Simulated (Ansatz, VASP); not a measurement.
**V in VASP and in Ansatz**

```
V
1.0
     2.69407    0.00000    0.00000
    -1.34704    2.33314    0.00000
     0.00000    0.00000    4.39942
V
2
Direct
  0.33333 0.66667 0.25000
  0.66667 0.33333 0.75000
```

The cell was built by a generator and needn't be a form met in nature.

Alike in both runs: task relaxation of cell and atoms; functional RPBE; k mesh 13 × 13 × 7; occupations fermi-dirac, width 0.1 eV; no spin polarisation.

|  | VASP | Ansatz |
| --- | --- | --- |
| version | VASP 6.6.1 | Ansatz 0.2.0 |
| potentials or method | VASP PAW PBE potentials, release 64 (V_sv) | plane waves (420 eV) with PAW, scalar-relativistic |
| plane-wave cutoff (eV) | 600 | 420 |
| valence electrons in the cell | 26 | 26 |

```tsv
	VASP	Ansatz	Ansatz less VASP
relaxed volume (Å³/atom)	14.23	14.21	-0.020
relaxed cell length with the largest relative difference (Å)	4.714	4.712	-0.0023
energy change over the relaxation (meV/atom)	-36	-35	+0.8
```

Caveats: the PAW data sets were made with another functional, which shifts forces and pressure a little (VASP).
